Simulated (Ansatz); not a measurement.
A run of Ansatz 0.2.0 is set up as follows.

input.yaml

```yaml
crystal:
  lattice:
    - [5.1850002, 0.0, 0.0]
    - [-2.5925001, 4.49034189, 0.0]
    - [0.0, 0.0, 2.90800053]
  atoms:
    - { symbol: Ta, position: [0.0, 0.0, 0.0] }
    - { symbol: Ta, position: [0.3333333333, 0.6666666667, 0.5] }
    - { symbol: Ta, position: [0.6666666667, 0.3333333333, 0.5] }
    - { symbol: "N", position: [0.5, 0.0, 0.0] }
    - { symbol: "N", position: [0.5, 0.5, 0.0] }
    - { symbol: "N", position: [0.0, 0.5, 0.0] }
hamiltonian:
  xc: pbe
  pseudopotentials: { kind: paw }
  dispersion: d4
kpoints:
  mp_grid: { grid: [6, 6, 9] }
scf:
  occupations: { method: fermi_dirac, width: 0.05 }
output:
  forces: true
  stress: true
  eigenvalues: true
relax:
  f_tol: 0.01
  max_steps: 40
  cell: { stress_tol: 0.05 }
```

Potentials or basis: Ansatz PAW.

Launch:

```sh
$ ansatz run input.yaml --threads 2 --pin off --max-ram 5632MiB --backend cpu --events-out ev --progress --plain --runs-dir out
```

**Question.** Predict the space group after relaxing (to 0.05 Å).

**Answer.** P6/mmm (No. 191).

**Question.** Estimate the relaxed cell.

**Answer.** a = 5.222 Å, b = 5.222 Å, c = 2.921 Å, α = 90.00°, β = 90.00°, γ = 120.00°.

**Question.** Estimate the band gap on the k mesh.

**Answer.** None (metal or under the smearing width).

**Question.** What does it give for the relaxed volume?

**Answer.** 11.50 Å³/atom.

Final structure:
```yaml
crystal:
  lattice:
    - [5.22162, 0.00000, 0.00000]
    - [-2.61081, 4.52206, 0.00000]
    - [0.00000, 0.00000, 2.92098]
  atoms:
    - { symbol: Ta, position: [0.00000, 0.00000, 0.00000] }
    - { symbol: Ta, position: [0.33333, 0.66667, 0.50000] }
    - { symbol: Ta, position: [0.66667, 0.33333, 0.50000] }
    - { symbol: N, position: [0.50000, 0.00000, 0.00000] }
    - { symbol: N, position: [0.50000, 0.50000, 0.00000] }
    - { symbol: N, position: [0.00000, 0.50000, 0.00000] }
```

Caveat: the pressure holds a Pulay correction of +0.5 GPa for the finite cutoff; pairwise dispersion overbinds metals, which lowers pressure and volume. The run has no spin-orbit coupling, so splittings on Ta are missing.
